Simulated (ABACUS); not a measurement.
Wanted: the native input for an ABACUS 3.10.1 run.

```
Task                                          : single point
Functional                                    : HLE16
Potentials or basis                           : GBRV ultrasoft 1.5 PBE
Cutoff                                        : 544 eV
Density cutoff                                : 4354 eV
Basis                                         : plane waves
k mesh                                        : 9 × 9 × 9
Occupations                                   : fermi-dirac, width 0.05 eV
Spin                                          : no spin polarisation
Radial cutoff of the potentials (pseudo_rcut) : 10 bohr
SCF threshold on the density                  : 1e-08
Max SCF steps                                 : 100
Eigensolver                                   : dav
Mixing                                        : broyden
Mixing share                                  : 0.7
Symmetry key                                  : 1
Bands                                         : 24
```

The system is Ge.

```
Ge
1.0
    -2.57449    2.57449    1.39741
     2.57449   -2.57449    1.39741
     2.57449    2.57449   -1.39741
Ge
2
Cartesian
  0.0000 0.0000 1.3974
  2.5745 0.0000 0.6987
```

This isn't the form of Ge at room conditions, which is diamond.

The input as run:

INPUT

```
INPUT_PARAMETERS
suffix              Ge
calculation         scf
basis_type          pw
pseudo_dir          ./
symmetry            1
dft_functional      GGA_XC_HLE16
ecutwfc             40
pseudo_rcut         10
nspin               1
nbands              24
ks_solver           dav
smearing_method     fd
smearing_sigma      0.00367493
scf_thr             1e-08
scf_nmax            100
mixing_type         broyden
mixing_beta         0.7
cal_force           1
cal_stress          1
ecutrho             320
out_chg             1
out_pot             2
out_elf             0
kpar                4
```

STRU

```
ATOMIC_SPECIES
Ge 72.6300 ge_pbe_v1.4.uspp.F.UPF

LATTICE_CONSTANT
1.8897261246

LATTICE_VECTORS
-2.5744897190 2.5744897190 1.3974126432
2.5744897190 -2.5744897190 1.3974126432
2.5744897190 2.5744897190 -1.3974126432

ATOMIC_POSITIONS
Direct

Ge
0.0
2
0.5000000000 0.5000000000 0.0000000000 1 1 1
0.2500000000 0.7500000000 0.5000000000 1 1 1
```

KPT

```
K_POINTS
0
Gamma
9 9 9 0 0 0
```

Potentials or basis: GBRV ultrasoft 1.5 PBE, plane waves.

The run is started by

```sh
$ OMP_NUM_THREADS=1 mpirun -np 4 abacus > log
```

It gave:

The pressure is -16.6 GPa and the band gap on the k mesh is none (metal or under the smearing width).

Caveat: the potentials were made for a functional far from this one; so large a pressure means that the cell lies far from this level's equilibrium, or that cutoff or potentials fall short; the potentials were made for another functional, which shifts forces and pressure.

Run time: 14 s on 4 MPI ranks on Intel(R) Xeon(R) Platinum 8488C (Sapphire Rapids) (shared host), peak memory 0.6 GiB a rank.
